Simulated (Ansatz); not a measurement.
# ZnS (F-43m) in Ansatz: a series of runs

The runs below take ZnS through band structure, phonons, elastic constants, Born charges and dielectric tensor, with r2SCAN, PBEsol.

Everything below comes from runs of Ansatz 0.2.0. Logs are shortened: lines on timing, memory, paths and dates and some standing lists are left out, and cuts for length are marked.

**Experimental background.**

From “Electronic, vibrational, and thermodynamic properties of ZnS (zincblende and rocksalt structure)”, 2009, arxiv:0911.5022, for a bulk crystal of ZnS at 19 K: band gap 3.85 eV (direct).

From a printed reference work, monograph, for a bulk crystal of ZnS: high-frequency dielectric constant 5.14.

How close the calculation comes is told below.

## Step 1: The crystal as given

Symmetry: F-43m, No. 216, cubic system. The conventional cell has a = 5.404 Å, b = 5.404 Å, c = 5.404 Å, α = 90.00°, β = 90.00°, γ = 90.00°. Zn (site symmetry -43m) has 4 S at 2.34 Å as nearest neighbours. S (site symmetry -43m) has 4 Zn at 2.34 Å as nearest neighbours.

## Step 2: Band structure, r2SCAN

input.yaml reads:

```yaml
crystal:
  lattice:
    - [0.0, 2.702, 2.702]
    - [2.702, 0.0, 2.702]
    - [2.702, 2.702, 0.0]
  atoms:
    - { symbol: Zn, position: [0.75, 0.75, 0.75] }
    - { symbol: S, position: [0.0, 0.0, 0.0] }
hamiltonian:
  xc: r2scan
  pseudopotentials: { kind: paw }
kpoints:
  mp_grid: { grid: [9, 9, 9] }
  band_path:
    path:
      - [[0.0, 0.0, 0.0], [0.5, 0.0, 0.5], [0.5, 0.25, 0.75], [0.375, 0.375, 0.75], [0.0, 0.0, 0.0], [0.5, 0.5, 0.5], [0.625, 0.25, 0.625], [0.5, 0.25, 0.75], [0.5, 0.5, 0.5], [0.375, 0.375, 0.75]]
      - [[0.625, 0.25, 0.625], [0.5, 0.0, 0.5]]
    npoints: 14
scf:
  occupations: { method: fermi_dirac, width: 0.05 }
  n_extra_bands: 6
output:
  forces: true
  stress: true
  eigenvalues: true
  fatbands: true
```

Potentials or basis: Ansatz PAW.

Started as:

```
$ ansatz run input.yaml --threads 2 --pin off --max-ram 5632MiB --backend cpu --events-out ev --progress --plain --runs-dir out
```

The program printed:

```text
Warning: RAYON_NUM_THREADS=2 ignored (pool sized by the plan → 2); use --threads N
scf.n_extra_bands = 6 over 9 filled bands (N_el = 18.0): the run solves 15 bands
Engine: ansatz 0.2.0, x86_64-unknown-linux-gnu
Pseudopotentials: kind: paw
Pseudopotential: Zn, paw, valence charge 12, recommended cutoff 500 eV (meta_gga), Zn.paw.azcp
Pseudopotential: S, paw, valence charge 6, recommended cutoff 500 eV (meta_gga), S.paw.azcp
Functional definition: r2SCAN
  parameter k0 = 0.174
  parameter k1 = 0.065
  parameter a1 = 4.9479
  exchange = r2scan_x(k0 = k0, k1 = k1, a1 = a1)
  correlation = r2scan_c
Crystal: 2 atoms, lattice volume = 39.454 Å³
Basis set: ecut = 500 eV, 965 PW (Γ), exchange–correlation on 120×120×120 points (64 copies of the dense FFT grid, shifted against one another)
Bands: 15, of which v1, the nominal top of the filled ones, is band 9 counted from 1 (8 counted from 0)
Symmetry: 24 space group operations
Space group: F-43m (ITA 216), of the structure as read, at distance tolerance 3.4e-5 Å
k-points: 35 of 729 (time reversal used)
Non-local potential: Zn, projectors of the file, l = 0: 2, l = 1: 2, l = 2: 3, l = 3: 1
Non-local potential: S, projectors of the file, l = 0: 2, l = 1: 2, l = 2: 2
PAW form: soft (Blöchl's): semilocal exchange-correlation on the pseudo side does not see the compensation charge
PAW frozen core: Zn, regenerated for the run's functional (the file was generated under x = pbe(κ = 0.804, μ = 0.2195149727645171), c = pbe(β = 0.06672455060314922))
PAW frozen core: S, regenerated for the run's functional (the file was generated under x = pbe(κ = 0.804, μ = 0.2195149727645171), c = pbe(β = 0.06672455060314922))
PAW one-centre angular grid: Zn, 590 points (default); XC on 261 of its mesh's 2673 points in the sphere
PAW one-centre angular grid: S, 302 points (default); XC on 160 Gauss nodes
Initial density: superposition of atomic densities (neutral atoms: chi_scale 0, normalization atom), corrected by the library's trained network
Initial wavefunctions: pseudopotential atomic-orbital guess
Functional: x = r2scan, c = r2scan; τ floored in thin density (d = 2e-4 eV/Å³)
SCF iter   1: F=—  HF=-4233.452309 eV  |F-HF|=—  |Δ(HF+E_count)|=         —  Δρ=1.56e-2  dr2=4.72e-2  dr2_τ=6.44e-3  ethr=1.77e-3  ⟨swp⟩=5.7  Hψ=3176  notcnv=0  defer=10
preconditioner: auto → none  [insulator: Δε(μ)=2.647 eV  Ē_g=14.826 eV  σ=0.050 eV  W_gap=1.00  n_scr=14 (ndim 8)  ℏωp=25.1 eV  f_vac=0.027  D(μ)=0.00/eV (n_scr^D=0)  ε∞_Penn≈3.9]
SCF iter   2: F=—  HF=-4233.454713 eV  |F-HF|=—  |Δ(HF+E_count)|=   2.40e-3  Δρ=4.64e-3  dr2=8.42e-3  dr2_τ=3.48e-4  ethr=2.62e-4  ⟨swp⟩=2.6  Hψ=1275  notcnv=0  defer=55
SCF iter   3: F=—  HF=-4233.449454 eV  |F-HF|=—  |Δ(HF+E_count)|=   5.26e-3  Δρ=2.89e-3  dr2=1.35e-3  dr2_τ=8.45e-6  ethr=4.68e-5  ⟨swp⟩=2.0  Hψ=905  notcnv=0  defer=55
SCF iter   4: F=—  HF=-4233.449762 eV  |F-HF|=—  |Δ(HF+E_count)|=   3.08e-4  Δρ=2.10e-4  dr2=2.79e-5  dr2_τ=1.39e-6  ethr=7.53e-6  ⟨swp⟩=1.9  Hψ=1089  notcnv=0  defer=55
SCF iter   5: F=—  HF=-4233.449755 eV  |F-HF|=—  |Δ(HF+E_count)|=   7.33e-6  Δρ=8.75e-5  dr2=2.77e-6  dr2_τ=3.71e-8  ethr=1.55e-7  ⟨swp⟩=2.0  Hψ=562  notcnv=0  defer=55
SCF iter   6: F=-4233.449755 eV  HF=-4233.449755 eV  |F-HF|=5.54e-9  |Δ(HF+E_count)|=   7.74e-8  Δρ=7.33e-6  dr2=1.46e-8  dr2_τ=2.11e-9  ethr=5.56e-10  ⟨swp⟩=7.5  Hψ=2859  notcnv=0
SCF 1 converged in 6 iterations: F = -4233.449755 eV  dr2 = 1.46e-8
NSCF: frozen V_eff on 142 k-points
SCF converged after 6 iterations
Free energy (F): -4233.449755 eV
Harris-Foulkes:  -4233.449755 eV  (|F-HF|=5.54e-9)
Internal energy: -4233.449755 eV  (E = F + TS)
E sigma→0 (E₀):  -4233.449755 eV
Fermi energy:    6.881099 eV
--- Per-component energies (eV) ---
  E_band       = -2.549869
  E_kinetic    = 237.333813
  E_local      = -2046.569443  (includes V_loc(G=0)·N_el)
  E_nonlocal   = 646.661993
  E_hartree    = 858.459700
  E_xc         = -215.669613
  E_vxc        = -148.064245  (∫ρ·V_xc dr)
  E_paw        = -2459.994470  (= ΣΔE_a)
  E_vpaw       = -416.159298  (= ΣTr[D̂ρ^β])
  E_aug_tail   = -0.000055  (compensation charges beyond the density's cutoff)
  E_vtau       = 7.328540  (kinetic-family band-sum trace: ∫τ·v_τ [+ j·A + Jᵃ·Aᵃ] dr)
  E_ewald      = -1253.379294
  E_core_change = -0.292385  (= ΣΔE_core)
  E_smearing   = -0.000000  (= −TS)
  E_closure    = -0.000000  (closes the sum)
  Σ components = -4233.449755   (vs F -4233.449755, Δ=0.00e0)
--- Forces (eV/Å), atoms counted from 1 ---
  atom   1  Zn     0.00000000    -0.00000000    -0.00000000
  atom   2  S     -0.00000000     0.00000000     0.00000000
  max |Σ_I F_I| component: 5.55e-17 eV/Å
--- Stress (GPa, compression-positive) ---
       -0.640097      -0.000000       0.000000
        0.000000      -0.640097       0.000000
       -0.000000       0.000000      -0.640097
  P = ⅓ Tr σ = -0.6401 GPa (-6.401 kbar)
--- Band table (eV; the first three rows and the last of 35) ---
  k-point 0: bands = ["-8.1680", "-0.9883", "-0.9883", "-0.9883", "-0.4501", "-0.4501", "5.5087", "5.5087", "5.5087", "8.1736", "12.3805", "12.3805", "12.3805", "17.6770", "17.6770"]
  k-point 1: bands = ["-8.0728", "-0.9860", "-0.9706", "-0.9706", "-0.4514", "-0.4514", "4.6064", "5.3880", "5.3880", "8.8496", "12.2806", "12.5931", "12.5931", "17.1776", "17.1776"]
  k-point 2: bands = ["-7.8162", "-0.9517", "-0.9287", "-0.9287", "-0.4501", "-0.4501", "3.0496", "5.1068", "5.1068", "9.4728", "12.6919", "12.9594", "12.9594", "16.8387", "16.8387"]
  k-point 34: bands = ["-6.9202", "-0.8449", "-0.7070", "-0.5314", "-0.4644", "-0.0989", "0.9040", "2.5447", "3.0795", "11.4404", "11.9469", "13.5139", "15.0537", "18.0781", "19.7858"]
```

bands.tsv:

```text
# k_distance	band_0	band_1	band_2	band_3	band_4	band_5	band_6	band_7	band_8	band_9	band_10	band_11	band_12	band_13	band_14
# fermi_ev = 6.881099
# lock_threshold_ev = 1e-12
[... 156 lines left out ...]
7.375460	-13.781678	-7.865425	-7.511988	-7.507974	-7.256309	-7.101081	-5.988796	-3.736801	-3.633901	2.434490	3.188851	10.164960	11.123212	11.413469	12.754190
7.404822	-13.781813	-7.869890	-7.510217	-7.508476	-7.254962	-7.106855	-5.988158	-3.692179	-3.645679	2.390062	3.139479	10.267588	11.270563	11.418469	12.737430
7.434184	-13.781916	-7.872627	-7.509152	-7.508722	-7.254148	-7.110382	-5.987810	-3.664513	-3.652770	2.361384	3.110968	10.335900	11.372556	11.413187	12.710237
7.463547	-13.781960	-7.873557	-7.508799	-7.508799	-7.253874	-7.111570	-5.987700	-3.655138	-3.655138	2.351468	3.101654	10.360086	11.409684	11.409684	12.697050
```

Wall time 7.8 s (2 threads of Intel Xeon at 2.70GHz, shared host); peak memory 0.46 GiB.

Results:

```
Free energy             : -4233.4498 eV
Pressure                : -0.6 GPa
Band gap on the k mesh  : 2.66 eV, direct
Band gap along the path : 2.66 eV, direct
```

Levels at the corners of the path, in eV from the valence-band top:
| point | band 6 | band 7 | band 8 | band 9 | band 10 | band 11 | band 12 | band 13 |
| --- | --- | --- | --- | --- | --- | --- | --- | --- |
| Γ | -5.96 | 0.00 | 0.00 | 0.00 | 2.66 | 6.87 | 6.87 | 6.87 |
| X | -5.74 | -4.62 | -2.28 | -2.28 | 3.72 | 4.47 | 11.73 | 12.78 |
| W | -5.56 | -4.64 | -2.81 | -2.79 | 6.04 | 6.58 | 8.45 | 8.66 |
| K | -5.61 | -4.68 | -3.19 | -1.85 | 4.50 | 6.42 | 9.92 | 10.35 |
| Γ | -5.96 | 0.00 | 0.00 | 0.00 | 2.66 | 6.87 | 6.87 | 6.87 |
| L | -5.76 | -5.40 | -0.89 | -0.89 | 3.81 | 7.36 | 7.36 | 9.40 |
| U | -5.61 | -4.68 | -3.19 | -1.85 | 4.50 | 6.42 | 9.92 | 10.35 |
| W | -5.56 | -4.64 | -2.81 | -2.79 | 6.04 | 6.58 | 8.45 | 8.66 |
| L | -5.76 | -5.40 | -0.89 | -0.89 | 3.81 | 7.36 | 7.36 | 9.40 |
| K | -5.61 | -4.68 | -3.19 | -1.85 | 4.50 | 6.42 | 9.92 | 10.35 |
| U | -5.61 | -4.68 | -3.19 | -1.85 | 4.50 | 6.42 | 9.92 | 10.35 |
| X | -5.74 | -4.62 | -2.28 | -2.28 | 3.72 | 4.47 | 11.73 | 12.78 |

Caveat: the PAW data sets come from PBE, with cores solved anew for the run's functional, which leaves a small shift of forces and pressure.

(Part 1 of 3 ends here.)
